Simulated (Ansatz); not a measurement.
Rows from a G0W0 calculation on MoS2 (2H monolayer) (Ansatz 0.2.0; G0W0 on PBE, plane waves, PAW; 3×3×1 mesh, 195 empty bands, screening to 48 eV), in eV. Spin-orbit coupling is left out.

```
row      Σx     Σc     Vxc     Z
  A  -12.76  -4.32  -17.84  0.70
  B  -15.44  -4.15  -20.48  0.69
  C  -19.75   3.00  -16.83  0.67
  D  -19.77   1.25  -18.86  0.69
```

Q: Which rows are filled states and which are empty ones, and how can one tell?

Filled: C and D. Empty: A and B. The sign of Σc tells: for a filled state bare exchange, which holds its interaction with itself, lies below Vxc (Σx − Vxc is -0.9 eV or lower here) and screening gives part back as a positive Σc. For an empty state Σx lies above Vxc (+5.0 eV or more) and the Coulomb hole leaves Σc negative.

[Paths, hosts, dates, memory and timing lines, banners, echoed tables and standing remarks are left out of the program output.]

[Logs are printed without paths, hosts, clocks, repeated set-up lines and the standing remarks that a program may print on its own settings, such as how far it seeks lower states.]

[Runs of the session that timed out or met a known fault of the program may be left out.]

[Cells called generated may have been cut or substituted from an entry of the Crystallography Open Database or the Materials Project.]

[Hosts, paths, dates, database ids (printed as entryN), source tags and the programs' standing remarks are cut or masked in the printed files.]
